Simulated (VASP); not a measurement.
Set up this calculation in VASP 6.6.1, as the native input.

- Task: Wannier functions by SCDM
- Functional: PBE
- Potentials or basis: VASP PAW PBE potentials, release 64 (Ta_pv, N)
- Cutoff: 520 eV
- k mesh: 5 × 5 × 3
- Occupations: gaussian, width 0.02 eV
- Spin: no spin polarisation
- Further INCAR settings: ALGO = Normal; EDIFF = 1e-06; ISYM = -1

Crystal: TaN.

```xyz
4
Lattice="2.9218 0.0000 0.0000 -1.4609 2.5303 0.0000 0.0000 0.0000 5.9165" Properties=species:S:1:pos:R:3 pbc="T T T"
Ta    0.0000    0.0000    2.9583
Ta    0.0000    0.0000    0.0000
N     0.0000    1.6869    1.4791
N     1.4609    0.8434    4.4374
```

The cell comes from a database or a generator and needn't be the stable form of this composition.

One way to write it, as run:

POSCAR

```
TaN
1.0
    2.9217699809      0.0000000000      0.0000000000
   -1.4608849905      2.5303270275      0.0000000000
    0.0000000000      0.0000000000      5.9165150000
Ta N
2 2
Direct
    0.0000000000      0.0000000000      0.5000000000
    0.0000000000      0.0000000000      0.0000000000
    0.3333333333      0.6666666667      0.2500000000
    0.6666666667      0.3333333333      0.7500000000
```

INCAR.step1

```
SYSTEM = TaN
PREC     = Accurate       ! precision mode
ENCUT    = 520            ! plane-wave cutoff, eV
EDIFF    = 1E-6           ! SCF threshold, eV
ISMEAR   = 0              ! smearing method
SIGMA    = 0.02           ! smearing width, eV
LREAL    = .FALSE.        ! projectors in reciprocal space
LASPH    = .TRUE.         ! aspherical terms in the spheres
NELM     = 100            ! most SCF steps
ALGO     = Normal         ! electronic algorithm
ISIF     = 2              ! what is computed and relaxed
LWAVE    = .TRUE.         ! write WAVECAR
LCHARG   = .TRUE.         ! write CHGCAR
GGA      = PE             ! functional
```

INCAR.step2

```
SYSTEM = TaN
PREC     = Accurate       ! precision mode
ENCUT    = 520            ! plane-wave cutoff, eV
EDIFF    = 1E-6           ! SCF threshold, eV
ISMEAR   = 0              ! smearing method
SIGMA    = 0.02           ! smearing width, eV
LREAL    = .FALSE.        ! projectors in reciprocal space
LASPH    = .TRUE.         ! aspherical terms in the spheres
NELM     = 100            ! most SCF steps
ALGO     = Normal         ! electronic algorithm
ISIF     = 2              ! what is computed and relaxed
LWAVE    = .FALSE.        ! write WAVECAR
LCHARG   = .FALSE.        ! write CHGCAR
GGA      = PE             ! functional
ISTART   = 1            
ICHARG   = 11             ! starting density
ISYM     = -1           
NUM_WANN = 16           
LSCDM    = .TRUE.
```

KPOINTS

```
regular mesh
0
G
  5 5 3
  0 0 0
```

KPOINTS_OPT

```
path GMKGALHA,LM,KH
12
line-mode
reciprocal
 0.0000000000  0.0000000000  0.0000000000  G
 0.5000000000  0.0000000000  0.0000000000  M

 0.5000000000  0.0000000000  0.0000000000  M
 0.3333333333  0.3333333333  0.0000000000  K

 0.3333333333  0.3333333333  0.0000000000  K
 0.0000000000  0.0000000000  0.0000000000  G

 0.0000000000  0.0000000000  0.0000000000  G
 0.0000000000  0.0000000000  0.5000000000  A

 0.0000000000  0.0000000000  0.5000000000  A
 0.5000000000  0.0000000000  0.5000000000  L

 0.5000000000  0.0000000000  0.5000000000  L
 0.3333333333  0.3333333333  0.5000000000  H

 0.3333333333  0.3333333333  0.5000000000  H
 0.0000000000  0.0000000000  0.5000000000  A

 0.5000000000  0.0000000000  0.5000000000  L
 0.5000000000  0.0000000000  0.0000000000  M

 0.3333333333  0.3333333333  0.0000000000  K
 0.3333333333  0.3333333333  0.5000000000  H
```

KPOINTS_WAN

```
path GMKGALHA,LM,KH
12
line-mode
reciprocal
 0.0000000000  0.0000000000  0.0000000000  G
 0.5000000000  0.0000000000  0.0000000000  M

 0.5000000000  0.0000000000  0.0000000000  M
 0.3333333333  0.3333333333  0.0000000000  K

 0.3333333333  0.3333333333  0.0000000000  K
 0.0000000000  0.0000000000  0.0000000000  G

 0.0000000000  0.0000000000  0.0000000000  G
 0.0000000000  0.0000000000  0.5000000000  A

 0.0000000000  0.0000000000  0.5000000000  A
 0.5000000000  0.0000000000  0.5000000000  L

 0.5000000000  0.0000000000  0.5000000000  L
 0.3333333333  0.3333333333  0.5000000000  H

 0.3333333333  0.3333333333  0.5000000000  H
 0.0000000000  0.0000000000  0.5000000000  A

 0.5000000000  0.0000000000  0.5000000000  L
 0.5000000000  0.0000000000  0.0000000000  M

 0.3333333333  0.3333333333  0.0000000000  K
 0.3333333333  0.3333333333  0.5000000000  H
```

Potentials or basis: VASP PAW PBE potentials, release 64 (Ta_pv, N).

Command:

```sh
$ cat potpaw_PBE.64/Ta_pv/POTCAR potpaw_PBE.64/N/POTCAR > POTCAR
$ cp INCAR.step1 INCAR
$ mpirun -np 1 vasp_std > vasp.out
$ cp INCAR.step2 INCAR
$ mpirun -np 1 vasp_std > vasp.out
```

Results of the run:

The band gap along the path is none (metal or under the smearing width).

Caveat: the k mesh is coarse (spacing up to 0.50 Å⁻¹), so the values aren't converged; spin-orbit coupling is left out, which moves the levels of the heavy elements.

Wall time 110 s on 1 thread of AMD EPYC 7R43 64-Core Processor (Zen 3), with other jobs on the host, peak memory 0.2 GiB.
